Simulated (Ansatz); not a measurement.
# CoO (Fm-3m) in Ansatz: reference runs

Aim: a first look at CoO with PBEsol, on the cell as given and on a disturbed one.

Everything below comes from runs of Ansatz 0.2.0. Logs are shortened: lines on timing, memory, paths and dates and some standing lists are left out, and cuts for length are marked.

**1. Starting point**

Symmetry: Fm-3m, No. 225, cubic system. The conventional cell has a = 4.263 Å, b = 4.263 Å, c = 4.263 Å, α = 90.00°, β = 90.00°, γ = 90.00°. Co (site symmetry m-3m) is surrounded by 6 O at 2.13 Å. Around O (site symmetry m-3m) lie 6 Co at 2.13 Å.

**2. Single point, PBEsol, collinear spin, ferromagnetic start**

Input file input.yaml:

```yaml
crystal:
  lattice:
    - [0.0, 2.1315, 2.1315]
    - [2.1315, 0.0, 2.1315]
    - [2.1315, 2.1315, 0.0]
  atoms:
    - { symbol: Co, position: [0.0, 0.0, 0.0], spin: 2.0 }
    - { symbol: O, position: [0.5, 0.5, 0.5] }
hamiltonian:
  xc: pbesol
  pseudopotentials: { kind: paw }
magnetization:
  spin_polarized: true
kpoints:
  mp_grid: { grid: [11, 11, 11] }
scf:
  occupations: { method: fermi_dirac, width: 0.05 }
output:
  forces: true
  stress: true
  eigenvalues: true
```

Potentials or basis: Ansatz PAW.

Started as:

```
$ ansatz run input.yaml --threads 2 --pin off --max-ram 5632MiB --backend cpu --events-out ev --progress --plain --runs-dir out
```

What it wrote:

```text
Warning: RAYON_NUM_THREADS=2 ignored (pool sized by the plan → 2); use --threads N
Engine: ansatz 0.2.0, aarch64-unknown-linux-gnu
Pseudopotentials: kind: paw
Pseudopotential: Co, paw, valence charge 17, recommended cutoff 420 eV (normal), Co.paw.azcp
Pseudopotential: O, paw, valence charge 6, recommended cutoff 420 eV (normal), O.paw.azcp
Functional definition: PBEsol
  exchange = pbesol_x
  correlation = pbesol_c
Crystal: 2 atoms, lattice volume = 19.368 Å³
Basis set: ecut = 420 eV, 339 PW (Γ), exchange–correlation on 48×48×48 points (8 copies of the dense FFT grid, shifted against one another)
Bands: 17, of which v1, the nominal top of the filled ones, is band 12 counted from 1 (11 counted from 0)
Symmetry: 48 space group operations
Space group: Fm-3m (ITA 225), of the structure as read, at distance tolerance 2.7e-5 Å
Magnetic group: BNS 225.116 (UNI 1618), of the structure as read, at distance tolerance 2.7e-5 Å
k-points: 56 of 1331
Non-local potential: Co, projectors of the file, l = 0: 3, l = 1: 2, l = 2: 3, l = 3: 1
Non-local potential: O, projectors of the file, l = 0: 2, l = 1: 2, l = 2: 1
PAW form: soft (Blöchl's): semilocal exchange-correlation on the pseudo side does not see the compensation charge
PAW frozen core: Co, regenerated for the run's functional, and the local potential with it (the file was generated under x = pbe(κ = 0.804, μ = 0.2195149727645171), c = pbe(β = 0.06672455060314922))
PAW frozen core: O, regenerated for the run's functional, and the local potential with it (the file was generated under x = pbe(κ = 0.804, μ = 0.2195149727645171), c = pbe(β = 0.06672455060314922))
PAW one-centre angular grid: Co, 590 points (default); XC on 64 Gauss nodes
PAW one-centre angular grid: O, 110 points (default); XC on 64 Gauss nodes
Initial density: superposition of atomic densities (chi_scale 0.1, normalization cell, long waves kept (reshape's long-wave potential 0.00 eV rms))
Starting moments: Σ|m| = 2 μB on 1 of 2 sites
Initial wavefunctions: pseudopotential atomic-orbital guess
Functional: x = pbesol(κ = 0.804, μ = 0.12345679012345678), c = pbesol(β = 0.046)
SCF iter   1: F=—  HF=-5651.329802 eV  |F-HF|=—  |Δ(HF+E_count)|=         —  Δρ=1.09e-1 (↑1.09e-1 ↓1.07e-1)  dr2=6.60e0  dr2_m=9.58e-2  M=2.033 μB ∫|m|=2.033 μB  β_m=0.30  ethr=3.10e-3  ⟨swp⟩=5.7  Hψ=8287  notcnv=0
Mixer restart at iter 1: flushing history
preconditioner: auto → none  [metal: Δε(μ)=0.008 eV  Ē_g=12.925 eV  σ=0.050 eV  W_gap=0.04  n_scr=8 (ndim 8)  ℏωp=32.7 eV  f_vac=0.000  D(μ)=5.13/eV (n_scr^D=112)  sad-step TF]
SCF iter   2: F=—  HF=-5651.992131 eV  |F-HF|=—  |Δ(HF+E_count)|=   6.62e-1  Δρ=8.12e-2 (↑8.12e-2 ↓6.44e-2)  dr2=5.39e-1  dr2_m=7.83e-1  M=2.603 μB ∫|m|=2.604 μB  β_m=0.36  ethr=3.10e-3  ⟨swp⟩=3.0  Hψ=4818  notcnv=0  defer=26
SCF iter   3: F=—  HF=-5652.286951 eV  |F-HF|=—  |Δ(HF+E_count)|=   2.95e-1  Δρ=8.71e-2 (↑6.58e-2 ↓8.71e-2)  dr2=1.32e-1  dr2_m=9.71e-1  M=2.945 μB ∫|m|=2.948 μB  β_m=0.21  ethr=2.34e-3  ⟨swp⟩=2.0  Hψ=3298  notcnv=0  defer=29
SCF iter   4: F=—  HF=-5652.011069 eV  |F-HF|=—  |Δ(HF+E_count)|=         —  Δρ=3.33e-2 (↑2.96e-2 ↓3.33e-2)  dr2=2.82e-1  dr2_m=9.53e-2  M=2.720 μB ∫|m|=2.725 μB  β_m=0.68  ethr=5.76e-4  ⟨swp⟩=2.1  Hψ=3689  notcnv=0  defer=31
Mixer restart at iter 4: flushing history
SCF iter   5: F=—  HF=-5652.202980 eV  |F-HF|=—  |Δ(HF+E_count)|=   1.92e-1  Δρ=5.93e-2 (↑3.08e-2 ↓5.93e-2)  dr2=5.83e-1  dr2_m=2.00e-1  M=2.988 μB ∫|m|=2.999 μB  β_m=0.58  ethr=5.76e-4  ⟨swp⟩=3.0  Hψ=4402  notcnv=0  defer=31
SCF iter   6: F=—  HF=-5652.208670 eV  |F-HF|=—  |Δ(HF+E_count)|=   5.69e-3  Δρ=2.20e-2 (↑2.20e-2 ↓1.18e-2)  dr2=2.37e-2  dr2_m=4.65e-2  M=2.893 μB ∫|m|=2.903 μB  β_m=0.62  ethr=5.76e-4  ⟨swp⟩=3.1  Hψ=4632  notcnv=0  defer=39
SCF iter   7: F=—  HF=-5652.269484 eV  |F-HF|=—  |Δ(HF+E_count)|=   6.08e-2  Δρ=1.81e-2 (↑4.34e-3 ↓1.81e-2)  dr2=4.54e-2  dr2_m=9.99e-3  M=2.956 μB ∫|m|=2.971 μB  β_m=0.63  ethr=1.03e-4  ⟨swp⟩=2.1  Hψ=4669  notcnv=0  defer=41
SCF iter   8: F=—  HF=-5652.255667 eV  |F-HF|=—  |Δ(HF+E_count)|=   1.38e-2  Δρ=1.48e-3 (↑1.40e-3 ↓1.48e-3)  dr2=1.63e-4  dr2_m=2.48e-4  M=2.959 μB ∫|m|=2.976 μB  β_m=0.69  ethr=1.03e-4  ⟨swp⟩=2.3  Hψ=3744  notcnv=0  defer=41
SCF iter   9: F=—  HF=-5652.256714 eV  |F-HF|=—  |Δ(HF+E_count)|=   1.05e-3  Δρ=6.43e-4 (↑6.43e-4 ↓5.78e-4)  dr2=6.73e-6  dr2_m=6.45e-5  M=2.957 μB ∫|m|=2.974 μB  β_m=0.84  ethr=7.10e-7  ⟨swp⟩=2.0  Hψ=3683  notcnv=0  defer=41
SCF iter  10: F=—  HF=-5652.256722 eV  |F-HF|=—  |Δ(HF+E_count)|=   8.33e-6  Δρ=2.09e-4 (↑1.32e-4 ↓2.09e-4)  dr2=1.10e-5  dr2_m=2.42e-6  M=2.958 μB ∫|m|=2.974 μB  β_m=0.87  ethr=2.93e-8  ⟨swp⟩=2.0  Hψ=2814  notcnv=0  defer=41
SCF iter  11: F=—  HF=-5652.256723 eV  |F-HF|=—  |Δ(HF+E_count)|=   1.43e-6  Δρ=6.76e-5 (↑4.26e-5 ↓6.76e-5)  dr2=1.11e-6  dr2_m=2.54e-7  M=2.958 μB ∫|m|=2.975 μB  β_m=0.93  ethr=2.93e-8  ⟨swp⟩=2.1  Hψ=2606  notcnv=0  defer=41
SCF iter  12: F=—  HF=-5652.256724 eV  |F-HF|=—  |Δ(HF+E_count)|=   1.15e-7  Δρ=1.33e-5 (↑7.59e-6 ↓1.33e-5)  dr2=2.89e-8  dr2_m=1.29e-8  M=2.958 μB ∫|m|=2.975 μB  β_m=0.97  ethr=4.81e-9  ⟨swp⟩=2.0  Hψ=2613  notcnv=0  defer=41
SCF iter  13: F=-5652.256724 eV  HF=-5652.256724 eV  |F-HF|=2.65e-10  |Δ(HF+E_count)|=   1.24e-9  Δρ=1.46e-6 (↑4.36e-7 ↓1.46e-6)  dr2=3.18e-10  dr2_m=1.29e-10  M=2.958 μB ∫|m|=2.975 μB  ethr=1.26e-10  ⟨swp⟩=3.4  Hψ=6533  notcnv=0
SCF 1 converged in 13 iterations: F = -5652.256724 eV  dr2 = 3.18e-10
SCF converged after 13 iterations
Magnetization: 2.9581 μB (12.9791 up, 10.0209 down)
Absolute magnetization: 2.9747 μB (∫|ρ↑−ρ↓|, with the PAW one-centre terms)
Spin contamination: 0.0075 ħ² per cell (⟨S²⟩ above its minimum at these occupations)
Per-site moments (μB) at R_I (Å): [(2.502219472377743, 0.87924375), (0.34059295290170677, 0.87924375)]
Free energy (F): -5652.256724 eV
Harris-Foulkes:  -5652.256724 eV  (|F-HF|=2.65e-10)
Internal energy: -5652.224880 eV  (E = F + TS)
E sigma→0 (E₀):  -5652.240802 eV
Entropy (-TS):   -0.031844 eV (-15.922 meV/atom)
Fermi energy:    13.764712 eV
--- Per-component energies (eV) ---
  E_band       = -308.029600
  E_kinetic    = 616.375695
  E_local      = -3434.869029  (includes V_loc(G=0)·N_el)
  E_nonlocal   = 515.650609
  E_hartree    = 1406.666663
  E_xc         = -226.057643
  E_vxc        = -292.016410  (∫ρ·V_xc dr)
  E_paw        = -1638.152298  (= ΣΔE_a)
  E_vpaw       = -526.507032  (= ΣTr[D̂ρ^β])
  E_aug_tail   = 0.002482  (compensation charges beyond the density's cutoff)
  E_ewald      = -2892.065066
  E_core_change = 0.223707  (= ΣΔE_core)
  E_smearing   = -0.031844  (= −TS)
  E_closure    = -0.000000  (closes the sum)
  Σ components = -5652.256724   (vs F -5652.256724, Δ=0.00e0)
--- Forces (eV/Å), atoms counted from 1 ---
  atom   1  Co    -0.00000000     0.00000000     0.00000000
  atom   2  O      0.00000000    -0.00000000    -0.00000000
  max |Σ_I F_I| component: 1.93e-29 eV/Å
--- Stress (GPa, compression-positive) ---
      -10.795045      -0.000000       0.000000
       -0.000000     -10.795045      -0.000000
       -0.000000       0.000000     -10.795045
  P = ⅓ Tr σ = -10.7950 GPa (-107.950 kbar)
--- Band table (eV; the first three rows and the last of 112) ---
  k-point 0 ↑: bands = ["-82.8748", "-46.2730", "-46.2730", "-46.2730", "-6.5103", "10.4455", "10.4455", "10.4908", "10.4908", "10.4908", "10.5884", "10.5884", "10.5884", "14.4973", "30.1869", "31.5222", "31.5222"]
  k-point 1 ↑: bands = ["-82.8746", "-46.2761", "-46.2735", "-46.2735", "-6.4232", "9.6152", "9.6407", "9.6407", "10.6277", "10.6277", "10.9201", "11.3450", "11.3450", "15.0852", "28.5918", "31.2152", "31.2152"]
  k-point 2 ↑: bands = ["-82.8738", "-46.2842", "-46.2745", "-46.2745", "-6.1799", "8.3323", "8.9002", "8.9002", "10.7814", "10.7814", "11.1326", "12.1776", "12.1776", "16.2853", "26.4289", "30.0996", "30.0996"]
  k-point 55 ↓: bands = ["-79.8315", "-43.3285", "-43.3265", "-43.3145", "-4.5091", "7.9073", "7.9676", "8.7886", "13.2414", "13.5057", "13.9266", "14.5414", "15.2655", "22.4850", "23.8449", "23.9510", "27.1488"]
```

It took 2.7 s on 2 threads of Arm Neoverse V1, shared host; peak memory 0.3 GiB.

What came out:

* Free energy: -5652.2567 eV
* Pressure: -10.8 GPa
* Band gap on the k mesh: none (metal or under the smearing width)
* Net moment: 2.96 μB per cell
* Absolute moment: 2.97 μB per cell
* Site moments: Co +2.50; O +0.34 μB

Caveat: the pressure holds a Pulay correction of +0.8 GPa for the finite cutoff; a cell with one magnetic atom can't hold antiferromagnetic order, which such compounds often take; semilocal functionals often make such compounds metallic where correlation or magnetic order opens a gap, which also shifts bond lengths; the PAW data sets come from PBE, with cores solved anew for the run's functional, which leaves a small shift of forces and pressure. With open d or f shells a metallic result of PBEsol can be an artefact of self-interaction; +U or a hybrid may open a gap.

**3. Single point, PBEsol, collinear spin, ferromagnetic start (atoms moved at random, drawn with an rms of 0.05 Å)**

Edit input.yaml of step 2 so:

```diff
@@ -6,4 +6,4 @@
   atoms:
-    - { symbol: Co, position: [0.0, 0.0, 0.0], spin: 2.0 }
-    - { symbol: O, position: [0.5, 0.5, 0.5] }
+    - { symbol: Co, position: [-0.007395, 0.008297, 0.015069], spin: 2.0 }
+    - { symbol: O, position: [0.497125, 0.517157, 0.495314] }
 hamiltonian:
```

Potentials or basis: Ansatz PAW.

Started as:

```
$ ansatz run input.yaml --threads 2 --pin off --max-ram 5632MiB --backend cpu --events-out ev --progress --plain --runs-dir out
```

Run time: 43 s. Hardware: 2 threads of Arm Neoverse V1, shared host; peak memory 0.72 GiB.

It converged, with:

* Free energy: -5652.2568 eV
* Pressure: -10.6 GPa
* Band gap on the k mesh: none (metal or under the smearing width)
* Net moment: 2.96 μB per cell
* Absolute moment: 2.98 μB per cell
* Site moments: Co +2.49; O +0.34 μB

Forces on the atoms (eV/Å):
```
Co   0.002  0.001 -0.001
O   -0.002 -0.001  0.001
```

Stress tensor (GPa, compression positive):
```
-10.69  -0.07   0.06
 -0.07 -10.54   0.08
  0.06   0.08 -10.61
```

Levels at points of the mesh, in eV from the Fermi level:
Spin up:
| k point | band 9 | band 10 | band 11 | band 12 | band 13 | band 14 | band 15 | band 16 | band 17 |
| --- | --- | --- | --- | --- | --- | --- | --- | --- | --- |
| (0.00, 0.00, 0.00) | -3.22 | -3.20 | -3.02 | -3.02 | -2.99 | 0.73 | 16.40 | 17.75 | 17.75 |
Spin down:
```tsv
k point	band 8	band 9	band 10	band 11	band 12	band 13
(0.00, 0.00, 0.00)	-2.70	-1.10	-1.09	-1.06	-0.10	-0.09
```

Caveat: the pressure holds a Pulay correction of +0.8 GPa for the finite cutoff; a cell with one magnetic atom can't hold antiferromagnetic order, which such compounds often take; semilocal functionals often make such compounds metallic where correlation or magnetic order opens a gap, which also shifts bond lengths; the PAW data sets come from PBE, with cores solved anew for the run's functional, which leaves a small shift of forces and pressure.
